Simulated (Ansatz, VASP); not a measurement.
PbF2 in VASP and in Ansatz

```
Pb F
1.0
     5.57821    0.00000    0.00000
     0.00000    5.57821    0.00000
     0.00000    0.00000    3.93988
Pb F
2 4
Cartesian
  0.0000 0.0000 0.0000
  2.7891 2.7891 1.9699
  1.7249 1.7249 0.0000
  1.0642 4.5140 1.9699
  4.5140 1.0642 1.9699
  3.8533 3.8533 0.0000
```

Alike in both runs: task single point; functional r2SCAN; k mesh 4 × 4 × 4; no spin polarisation.

|  | VASP | Ansatz |
| --- | --- | --- |
| version | VASP 6.6.1 | Ansatz 0.2.0 |
| potentials or method | VASP PAW PBE potentials, release 64 (Pb_d, F) | plane waves |
| plane-wave cutoff (eV) | 520 | 500 |
| occupations | gaussian, width 0.01 eV | fixed |
| valence electrons in the cell | 56 | 56 |

|  | VASP | Ansatz | Ansatz less VASP |
| --- | --- | --- | --- |
| gap on the k mesh at the Fermi level (eV) | 4.05 | 4.04 | -0.005 |
| pressure (GPa) | 0.0 | 0.0 | +0.03 |

Caveats: the PAW data sets were made with another functional, which shifts forces and pressure a little (VASP); spin-orbit coupling is left out, which as a rule narrows the gap of such compounds by several tenths of an eV. r2SCAN opens gaps a little over a GGA but as a rule still falls short of measured ones. A k mesh can miss the band edges.
